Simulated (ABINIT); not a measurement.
Runs of ABINIT 10.8.3 (patched build) on AlN. Symmetry: F-43m, No. 216, cubic system. The conventional cell has a = 4.368 Å, b = 4.368 Å, c = 4.368 Å, α = 90.00°, β = 90.00°, γ = 90.00°. Al (site symmetry -43m) has 4 N at 1.89 Å as nearest neighbours. Around N (site symmetry -43m) lie 4 Al at 1.89 Å. Measurements of this composition are mostly on another form, of space group No. 186.

```tsv
task	level	potentials or basis	k mesh	cutoff (eV)	fine-grid cutoff	gap on the mesh (eV)	V0 of scaled cells (Å³/atom)	B0 (GPa)
single point	LDA	JTH PAW LDA v2.0	6 × 6 × 6	680	1278.94 eV	3.23	-	-
equation of state	PBE	PseudoDojo NC SR PBE v0.5 stringent	10 × 10 × 10	1143	-	-	(a)	193
band structure	revPBE	JTH PAW PBE v2.0	10 × 10 × 10	680	1278.94 eV	(b)	-	-
equation of state	PBE	SPMS NC PBE v1.0	10 × 10 × 10	925	-	-	10.67	193
equation of state	LDA	PseudoDojo NC SR LDA v0.4.1 standard	10 × 10 × 10	1143	-	-	10.17	210
```

Alike in all rows: no spin polarisation; cell as given; smearing fermi-dirac 0.05 eV.

**Question.** Fill in the values left out.

**Answer.** (a) 10.65; (b) 3.32.

Caveats: pressures at fixed basis lie under the slope of the energies (some runs); the PAW data sets were made with another functional, which shifts forces and pressure a little (some runs).

A k mesh can miss the band edges.
